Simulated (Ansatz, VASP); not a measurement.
One calculation of BeS, two programs

INCAR

```
PREC = Accurate
ENCUT = 520
EDIFF = 1E-8
ISMEAR = -1
SIGMA = 0.02
LREAL = False
LASPH = True
NELM = 100
ALGO = Normal
ISIF = 2
LWAVE = False
LCHARG = False
GGA = PE
LEFG = True
NBANDS = 11
```

KPOINTS

```
Automatic mesh
0
Gamma
  13 13 13
```

The input POSCAR:

```
BeS
1.0
    0.0000000000      2.4250000000      2.4250000000
    2.4250000000      0.0000000000      2.4250000000
    2.4250000000      2.4250000000      0.0000000000
Be S
1 1
Direct
    0.0000000000      0.0000000000      0.0000000000
    0.7500000000      0.7500000000      0.7500000000
```

Input for Ansatz:

```yaml
crystal:
  lattice:
    - [0.0, 2.425, 2.425]
    - [2.425, 0.0, 2.425]
    - [2.425, 2.425, 0.0]
  atoms:
    - { symbol: Be, position: [0.0, 0.0, 0.0] }
    - { symbol: S, position: [0.75, 0.75, 0.75] }
kpoints:
  mp_grid: { grid: [13, 13, 13] }
scf:
  occupations: { method: fermi_dirac, width: 0.02 }
hamiltonian:
  xc: pbe
  pseudopotentials: { kind: paw }
output:
  forces: true
  stress: true
  eigenvalues: true
  efg: { contact_densities: true }
```

Alike in both runs: task electric field gradients; functional PBE; k mesh 13 × 13 × 13; occupations fermi-dirac, width 0.02 eV; no spin polarisation.

|  | VASP | Ansatz |
| --- | --- | --- |
| version | VASP 6.6.1 | Ansatz 0.2.0 |
| potentials or method | VASP PAW PBE potentials, release 64 (Be, S) | PAW with Ansatz's default frozen-core files, scalar-relativistic |
| plane-wave cutoff (eV) | 520 | 420 |
| valence electrons in the cell | 8 | 8 |

Ansatz gave:

```
gap on the k mesh at the Fermi level (eV)                      : 3.16
pressure (GPa)                                                 : 1.5
Vzz of the field gradient on the site that differs most (V/Å²) : 0.0
```

Question: Estimate VASP's values.

Answer: gap on the k mesh at the Fermi level (eV): 3.16; pressure (GPa): 1.6; Vzz of the field gradient on the site that differs most (V/Å²): 0.0.

Caveats: an odd mesh through Γ misses points on the zone boundary, where band edges often lie. As with any semilocal functional, this PBE gap is likely too small.
